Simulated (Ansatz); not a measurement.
# MgTe: the cost of one run

All numbers below are computed with Ansatz 0.2.0 (DFT, plane waves, PAW, no spin polarisation).

**1. Starting point**

The cell holds 16 atoms (Mg8Te8): a = 9.145 Å, b = 9.145 Å, c = 9.145 Å, α = 60.00°, β = 60.00°, γ = 60.00°.

As a file:

```xyz
16
Lattice="0.0000 6.4662 6.4662 6.4662 0.0000 6.4662 6.4662 6.4662 0.0000" Properties=species:S:1:pos:R:3 pbc="T T T"
Mg    0.0000    0.0000    0.0000
Te    4.8497    4.8497    4.8497
Mg    3.2331    3.2331    0.0000
Te    8.0828    8.0828    4.8497
Mg    3.2331    0.0000    3.2331
Te    8.0828    4.8497    8.0828
Mg    6.4662    3.2331    3.2331
Te   11.3159    8.0828    8.0828
Mg    0.0000    3.2331    3.2331
Te    4.8497    8.0828    8.0828
Mg    3.2331    6.4662    3.2331
Te    8.0828   11.3159    8.0828
Mg    3.2331    3.2331    6.4662
Te    8.0828    8.0828   11.3159
Mg    6.4662    6.4662    6.4662
Te   11.3159   11.3159   11.3159
```

**2. Run 1: PBEsol**

The input, input.yaml:

```yaml
crystal:
  lattice:
    - [0.0, 6.4662397672, 6.4662397672]
    - [6.4662397672, 0.0, 6.4662397672]
    - [6.4662397672, 6.4662397672, 0.0]
  atoms:
    - { symbol: Mg, position: [0.0, 0.0, 0.0] }
    - { symbol: Te, position: [0.375, 0.375, 0.375] }
    - { symbol: Mg, position: [0.0, 0.0, 0.5] }
    - { symbol: Te, position: [0.375, 0.375, 0.875] }
    - { symbol: Mg, position: [0.0, 0.5, 0.0] }
    - { symbol: Te, position: [0.375, 0.875, 0.375] }
    - { symbol: Mg, position: [0.0, 0.5, 0.5] }
    - { symbol: Te, position: [0.375, 0.875, 0.875] }
    - { symbol: Mg, position: [0.5, 0.0, 0.0] }
    - { symbol: Te, position: [0.875, 0.375, 0.375] }
    - { symbol: Mg, position: [0.5, 0.0, 0.5] }
    - { symbol: Te, position: [0.875, 0.375, 0.875] }
    - { symbol: Mg, position: [0.5, 0.5, 0.0] }
    - { symbol: Te, position: [0.875, 0.875, 0.375] }
    - { symbol: Mg, position: [0.5, 0.5, 0.5] }
    - { symbol: Te, position: [0.875, 0.875, 0.875] }
kpoints:
  mp_grid: { grid: [2, 2, 2] }
hamiltonian:
  xc: pbesol
scf:
  occupations: { method: fermi_dirac, width: 0.02 }
md:
  ensemble: npt_langevin
  temperature: 200
  timestep: 2.0
  n_steps: 30
  initial_velocities: maxwell_boltzmann
  seed: 3332
```

Started as:

```sh
ansatz run input.yaml --threads 4 --pin off --max-ram 5529MiB --backend cpu --events-out ev --progress --plain --runs-dir out
```

What time and memory should one allow on 4 threads of Arm Neoverse N1, shared host?

About 6 min, with a peak of 2 GiB.
